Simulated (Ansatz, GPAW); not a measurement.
# B/Au(111) in an electric field, part 2 of 3

How does B/Au(111) screen a perpendicular field?

GPAW 26.7.0 and Ansatz 0.2.0; Ansatz plane waves; slab in vacuum with a dipole correction, relaxation (the session's first sound run).

So far, upper work function (eV): step 2 (relaxing the atoms) 5.68.

## (3) Plane waves, PBE

The work function is the vacuum plateau of the electrostatic potential less the Fermi level; a dipole layer lets the two faces have plateaus of their own.

This step: GPAW, PAW setups; slab in vacuum (GPAW 26.7.0).

run.py

```python
import json
import numpy as np
from ase import Atoms
from gpaw import GPAW, PW

slab = Atoms(
    ['Au', 'Au', 'Au', 'Au', 'B'],
    positions=[
        [-0.00000, -0.00000, 8.00000],
        [1.44250, 0.83283, 10.35559],
        [2.88500, 1.66565, 12.82082],
        [-0.00000, -0.00000, 15.38063],
        [1.44250, 0.83283, 16.77636]],
    cell=[[2.885, 0.0, 0.0], [1.4425, 2.49848, 0.0], [0.0, 0.0, 24.50399]],
    pbc=[True, True, False])

slab.calc = GPAW(mode=PW(500), xc='PBE', kpts={'size': (13, 13, 1), 'gamma': True},
                 occupations={'name': 'fermi-dirac', 'width': 0.1}, nbands='140%',
                 convergence={'density': 1e-05}, maxiter=200,
                 poissonsolver={'dipolelayer': 'xy'},
                 symmetry={'tolerance': 1e-3}, txt='slab.txt')
result = {}
energy = slab.get_potential_energy()
fermi = slab.calc.get_fermi_level()
v = slab.calc.get_electrostatic_potential().mean((0, 1)) - fermi
n = slab.calc.get_pseudo_density().mean((0, 1))
L = slab.cell[2, 2]
z = np.arange(len(v)) * L / len(v)
low, high = slab.positions[:, 2].min(), slab.positions[:, 2].max()
below, above = np.interp([low - 5.8, high + 5.8], z, v)
slopes = [np.interp(x, z, np.gradient(v, z)) for x in (low - 5.8, high + 5.8)]
eps = np.array([[slab.calc.get_eigenvalues(k, s) for k in range(len(slab.calc.get_ibz_k_points()))]
                for s in range(slab.calc.get_number_of_spins())]) - fermi
top, bottom = eps[eps < 0].max(), eps[eps > 0].min()
dipole = slab.get_dipole_moment()[2]
print(f'energy {energy:.4f} eV, Fermi level {fermi:.4f} eV, dipole {dipole:.5f} e A')
print(f'potential 5.8 A off the faces, from the Fermi level: lower {below:.4f} eV, upper {above:.4f} eV')
print(f'slope of the potential there: lower {slopes[0]:.5f}, upper {slopes[1]:.5f} eV/A')
print(f'nearest levels on the mesh: {top:.4f} and {bottom:.4f} eV')
print('magnetic moment', round(slab.get_magnetic_moment(), 3))
result.update(energy=energy, fermi=fermi, dipole=dipole, below=below, above=above, slopes=slopes, edges=[top, bottom],
              z=z.tolist(), v=v.tolist(), n=n.tolist(), positions=slab.positions.tolist(),
              forces=slab.get_forces(apply_constraint=False).tolist(), moments=slab.get_magnetic_moments().tolist())
json.dump(result, open('result.json', 'w'))
```

Launch:

```sh
> OMP_NUM_THREADS=1 OPENBLAS_NUM_THREADS=2 python run.py
```

Log:

```text
energy -15.6836 eV, Fermi level 1.2423 eV, dipole -0.01909 e A
potential 5.8 A off the faces, from the Fermi level: lower 5.1914 eV, upper 5.6686 eV
slope of the potential there: lower 0.00000, upper 0.00001 eV/A
nearest levels on the mesh: -0.0302 and 0.1169 eV
magnetic moment 0.0
```

Elapsed: 100 s, on 2 threads of Arm Neoverse V2, shared host; peak memory 0.24 GiB.

Numbers from this step:

```yaml
dipole_along_the_normal: -0.01909 e·Å
levels_nearest_the_fermi_level_on_the_mesh: -0.03020, 0.1169 eV from the Fermi level
upper_work_function: 5.669 eV
lower_work_function: 5.191 eV
```

The electrostatic potential energy of an electron (without an applied field's), less the Fermi level, planar mean oscillates, so the rows of the table below give means over windows of 2.39 Å about each position, cut where the curve ends. Its maxima inside the range that stand out by 2 % of the span (Å: eV): 9.2: 0.470, 11.6: 1.06, 14.1: 1.07, 16.3: -6.98. Its minima: 8.0: -23.2, 10.3: -23.5, 12.8: -23.6, 15.4: -25.2, 16.8: -11.8.

The electrostatic potential energy of an electron (without an applied field's), less the Fermi level, planar mean by z; means over each step:

```
z (Å)  electrostatic potential energy of an electron (without an applied field's), less the Fermi level, planar mean (eV)
 1.20                                                                                                                5.21
 3.58                                                                                                                5.19
 5.97                                                                                                                4.20
 8.36                                                                                                               -9.52
10.75                                                                                                               -9.52
13.14                                                                                                               -9.56
15.53                                                                                                               -13.0
17.92                                                                                                                1.51
20.31                                                                                                                5.66
22.70                                                                                                                5.67
```

The pseudo valence density, planar mean oscillates, so the rows of the table below give means over windows of 2.49 Å about each position, cut where the curve ends. Its maxima inside the range that stand out by 2 % of the span (Å: e/Å³): 8.0: 1.27, 10.3: 1.28, 12.8: 1.28, 15.3: 1.26. Its minima: 9.2: 0.244, 11.7: 0.216, 14.2: 0.190.

Table of pseudo valence density, planar mean by z; means over each step:

```
z (Å)  pseudo valence density, planar mean (e/Å³)
 3.74                                      9.0e-5
 6.23                                      0.0989
 8.71                                       0.649
11.21                                       0.622
13.70                                       0.593
16.19                                       0.628
18.68                                      0.0284
21.17                                      3.5e-5
```

Force by atom:

```
atom  x (eV/Å)  y (eV/Å)  z (eV/Å)   size
 Au1     0.000     0.000    -0.570  0.570
 Au2     0.000     0.000     0.493  0.493
 Au3     0.000     0.000     0.020  0.020
 Au4     0.000     0.000    -0.123  0.123
  B5     0.000     0.000     0.181  0.181
```

The potential is flat to 1.3e-5 eV/Å where it is read, so the vacuum is wide enough. The geometry is the other program's minimum; here the largest force on a free atom is 0.18 eV/Å.

## (4) In a field

A uniform field along the normal polarises the slab; the atoms stay fixed, so this is the electronic response alone.

run.py, as its differences from that of step 3:

```diff
@@ -4,2 +4,3 @@
 from gpaw import GPAW, PW
+from gpaw.external import ConstantElectricField
 
@@ -20,2 +21,3 @@
                  poissonsolver={'dipolelayer': 'xy'},
+                 external=ConstantElectricField(-0.2, [0, 0, 1]),
                  symmetry={'tolerance': 1e-3}, txt='slab.txt')
```

Log:

```text
energy -15.6967 eV, Fermi level 1.2344 eV, dipole -0.11164 e A
potential 5.8 A off the faces, from the Fermi level: lower 4.0414 eV, upper 6.8438 eV
slope of the potential there: lower 0.00004, upper 0.00000 eV/A
nearest levels on the mesh: -0.0314 and 0.1165 eV
magnetic moment 0.0
```

Run time: 5.4 min. Hardware: 2 threads; peak memory 0.53 GiB.

This step gave:

```
dipole along the normal                                         : -0.1116 e·Å
levels nearest the Fermi level on the mesh                      : -0.03142, 0.1165 eV from the Fermi level
potential below the slab, the applied field's own ramp left out : 4.041 eV from the Fermi level
potential above the slab, the applied field's own ramp left out : 6.844 eV from the Fermi level
```

The electrostatic potential energy of an electron (without an applied field's), less the Fermi level, planar mean oscillates, so the rows of the table below give means over windows of 2.44 Å about each position, cut where the curve ends. Its maxima inside the range that stand out by 2 % of the span (Å: eV): 9.2: -0.140, 11.6: 0.926, 14.1: 1.44, 16.3: -6.17, 24.0: 6.84. Its minima: 8.0: -24.0, 10.3: -23.9, 12.8: -23.5, 15.4: -24.6, 16.8: -10.9.

Table of electrostatic potential energy of an electron (without an applied field's), less the Fermi level, planar mean by z; means over each step:

```
z (Å)  electrostatic potential energy of an electron (without an applied field's), less the Fermi level, planar mean (eV)
 1.22                                                                                                                4.15
 3.66                                                                                                                4.04
 6.10                                                                                                                2.59
 8.54                                                                                                               -10.3
10.98                                                                                                               -9.57
13.42                                                                                                               -8.98
15.86                                                                                                               -13.1
18.30                                                                                                                4.89
20.74                                                                                                                6.84
23.18                                                                                                                6.78
```

Force by atom:

```
atom  x (eV/Å)  y (eV/Å)  z (eV/Å)   size
 Au1     0.000     0.000    -0.566  0.566
 Au2     0.000     0.000     0.488  0.488
 Au3     0.000     0.000     0.018  0.018
 Au4     0.000     0.000    -0.139  0.139
  B5     0.000     0.000     0.197  0.197
```

The dipole is now -0.112 e Å, against -0.019 in the run without a field.

## (5) In a field

run.py, as its differences from that of step 4:

```diff
@@ -21,3 +21,3 @@
                  poissonsolver={'dipolelayer': 'xy'},
-                 external=ConstantElectricField(-0.2, [0, 0, 1]),
+                 external=ConstantElectricField(-0.1, [0, 0, 1]),
                  symmetry={'tolerance': 1e-3}, txt='slab.txt')
```

Log:

```text
energy -15.6879 eV, Fermi level 1.2389 eV, dipole -0.06535 e A
potential 5.8 A off the faces, from the Fermi level: lower 4.6150 eV, upper 6.2554 eV
slope of the potential there: lower 0.00004, upper -0.00000 eV/A
nearest levels on the mesh: -0.0308 and 0.1167 eV
magnetic moment 0.0
```

The job ended after 4.8 min (2 threads; peak memory 0.52 GiB).

Numbers from this step:

```
dipole along the normal                                         : -0.06535 e·Å
levels nearest the Fermi level on the mesh                      : -0.03081, 0.1167 eV from the Fermi level
potential below the slab, the applied field's own ramp left out : 4.615 eV from the Fermi level
potential above the slab, the applied field's own ramp left out : 6.255 eV from the Fermi level
```

The electrostatic potential energy of an electron (without an applied field's), less the Fermi level, planar mean oscillates, so the rows of the table below give means over windows of 2.39 Å about each position, cut where the curve ends. Its maxima inside the range that stand out by 2 % of the span (Å: eV): 9.2: 0.164, 11.6: 0.993, 14.1: 1.26, 16.3: -6.58. Its minima: 8.0: -23.6, 10.3: -23.7, 12.8: -23.5, 15.4: -24.9, 16.8: -11.4.

The electrostatic potential energy of an electron (without an applied field's), less the Fermi level, planar mean by z; means over each step:

```
z (Å)  electrostatic potential energy of an electron (without an applied field's), less the Fermi level, planar mean (eV)
 1.20                                                                                                                4.68
 3.58                                                                                                                4.61
 5.97                                                                                                                3.65
 8.36                                                                                                               -9.91
10.75                                                                                                               -9.67
13.14                                                                                                               -9.47
15.53                                                                                                               -12.7
17.92                                                                                                                2.05
20.31                                                                                                                6.25
22.70                                                                                                                6.26
```

Force by atom:

```
atom  x (eV/Å)  y (eV/Å)  z (eV/Å)   size
 Au1     0.000     0.000    -0.567  0.567
 Au2     0.000     0.000     0.491  0.491
 Au3     0.000     0.000     0.019  0.019
 Au4     0.000     0.000    -0.131  0.131
  B5     0.000     0.000     0.191  0.191
```

The dipole is now -0.0653 e Å, against -0.019 in the run without a field.

## (6) Field on

run.py, as its differences from that of step 5:

```diff
@@ -21,3 +21,3 @@
                  poissonsolver={'dipolelayer': 'xy'},
-                 external=ConstantElectricField(-0.1, [0, 0, 1]),
+                 external=ConstantElectricField(-0.05, [0, 0, 1]),
                  symmetry={'tolerance': 1e-3}, txt='slab.txt')
```

Log:

```text
energy -15.6852 eV, Fermi level 1.2408 eV, dipole -0.04219 e A
potential 5.8 A off the faces, from the Fermi level: lower 4.9027 eV, upper 5.9618 eV
slope of the potential there: lower 0.00004, upper -0.00001 eV/A
nearest levels on the mesh: -0.0305 and 0.1168 eV
magnetic moment 0.0
```

It took 4.8 min on 2 threads; peak memory 0.53 GiB.

The electrostatic potential energy of an electron (without an applied field's), less the Fermi level, planar mean oscillates, so the rows of the table below give means over windows of 2.39 Å about each position, cut where the curve ends. Its maxima inside the range that stand out by 2 % of the span (Å: eV): 9.2: 0.317, 11.6: 1.03, 14.1: 1.17, 16.3: -6.78. Its minima: 8.0: -23.4, 10.3: -23.6, 12.8: -23.5, 15.4: -25.0, 16.8: -11.6.

The electrostatic potential energy of an electron (without an applied field's), less the Fermi level, planar mean by z; means over each step:

z (Å), electrostatic potential energy of an electron (without an applied field's), less the Fermi level, planar mean (eV) and a bar from the least value:
```
     1.20        4.9 ############################
     3.58        4.9 ############################
     5.97        3.9 ###########################
     8.36       -9.7 #####
    10.75       -9.6 #####
    13.14       -9.5 #####
    15.53      -12.8 
    17.92        1.8 #######################
    20.31        6.0 ##############################
    22.70        6.0 ##############################
```

## (7) Field on

run.py, as its differences from that of step 6:

```diff
@@ -21,3 +21,3 @@
                  poissonsolver={'dipolelayer': 'xy'},
-                 external=ConstantElectricField(-0.05, [0, 0, 1]),
+                 external=ConstantElectricField(0.05, [0, 0, 1]),
                  symmetry={'tolerance': 1e-3}, txt='slab.txt')
```

Log:

```text
energy -15.6832 eV, Fermi level 1.2438 eV, dipole 0.00416 e A
potential 5.8 A off the faces, from the Fermi level: lower 5.4800 eV, upper 5.3754 eV
slope of the potential there: lower 0.00003, upper -0.00001 eV/A
nearest levels on the mesh: -0.0299 and 0.1170 eV
magnetic moment 0.0
```

Run time: 5 min. Hardware: 2 threads; peak memory 0.53 GiB.

## (8) Field on

run.py, as its differences from that of step 7:

```diff
@@ -21,3 +21,3 @@
                  poissonsolver={'dipolelayer': 'xy'},
-                 external=ConstantElectricField(0.05, [0, 0, 1]),
+                 external=ConstantElectricField(0.1, [0, 0, 1]),
                  symmetry={'tolerance': 1e-3}, txt='slab.txt')
```

Log:

```text
energy -15.6840 eV, Fermi level 1.2448 eV, dipole 0.02738 e A
potential 5.8 A off the faces, from the Fermi level: lower 5.7699 eV, upper 5.0824 eV
slope of the potential there: lower 0.00003, upper -0.00001 eV/A
nearest levels on the mesh: -0.0296 and 0.1172 eV
magnetic moment 0.0
```

Run time: 4.7 min. Hardware: 2 threads; peak memory 0.52 GiB.

The dipole is now 0.0274 e Å, against -0.019 in the run without a field.

## (9) Field on

run.py, as its differences from that of step 8:

```diff
@@ -21,3 +21,3 @@
                  poissonsolver={'dipolelayer': 'xy'},
-                 external=ConstantElectricField(0.1, [0, 0, 1]),
+                 external=ConstantElectricField(0.2, [0, 0, 1]),
                  symmetry={'tolerance': 1e-3}, txt='slab.txt')
```

Log:

```text
energy -15.6890 eV, Fermi level 1.2469 eV, dipole 0.07367 e A
potential 5.8 A off the faces, from the Fermi level: lower 6.3484 eV, upper 4.4989 eV
slope of the potential there: lower 0.00002, upper -0.00002 eV/A
nearest levels on the mesh: -0.0291 and 0.1173 eV
magnetic moment 0.0
```

It took 5.7 min on 2 threads; peak memory 0.53 GiB.

The dipole is now 0.0737 e Å, against -0.019 in the run without a field.

(Continued in part 3 of 3.)

[Logs are printed without paths, hosts, clocks, repeated set-up lines and the standing remarks that a program may print on its own settings, such as how far it seeks lower states.]

[Hosts, paths, dates, database ids (printed as entryN), source tags and the programs' standing remarks are cut or masked in the printed files.]
